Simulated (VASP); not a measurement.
# SnO2 (Cassiterite): single point with PBE

SnO2 (Cassiterite):

```
CELL_PARAMETERS angstrom
4.73800 0.00000 0.00000
0.00000 4.73800 0.00000
0.00000 0.00000 3.18650
ATOMIC_POSITIONS crystal
Sn 0.50000 0.50000 0.50000
Sn 0.00000 0.00000 0.00000
O 0.80710 0.19290 0.50000
O 0.69290 0.69290 0.00000
O 0.19290 0.80710 0.50000
O 0.30710 0.30710 0.00000
```

```yaml
Program: VASP 6.6.1
Task: single point
Functional: PBE
Potentials_or_basis: VASP PAW PBE potentials, release 64 (Sn_d, O)
Cutoff: 520 eV
k_mesh: 5 × 5 × 7
Occupations: gaussian, width 0.05 eV
Spin: no spin polarisation
```

```
Pressure               : 11.8 GPa
Largest force          : 0.294 eV/Å
Band gap on the k mesh : 1.27 eV, direct
```

Forces on the atoms (eV/Å):
```
Sn   0.000  0.000  0.000
Sn   0.000  0.000  0.000
O   -0.208  0.208  0.000
O    0.208  0.208  0.000
O    0.208 -0.208  0.000
O   -0.208 -0.208  0.000
```

Stress tensor (GPa, compression positive):
```
10.68  0.00  0.00
 0.00 10.68  0.00
 0.00  0.00 13.98
```

Levels at points of the mesh, in eV from the valence-band top:
```tsv
k point	band 22	band 23	band 24	band 25	band 26	band 27	band 28	band 29	band 30	band 31
(0.00, 0.00, 0.00)	-1.23	-1.23	-0.78	-0.78	0.00	1.27	6.15	6.35	6.35	10.49
```

Wall time 28 s on 1 thread of Intel(R) Xeon(R) 6975P-C (Granite Rapids), with other jobs on the host, peak memory 0.19 GiB.

Caveat: spin-orbit coupling is left out, which moves the levels of the heavy elements. PBE gaps usually lie below the measured ones, often by a third to a half.
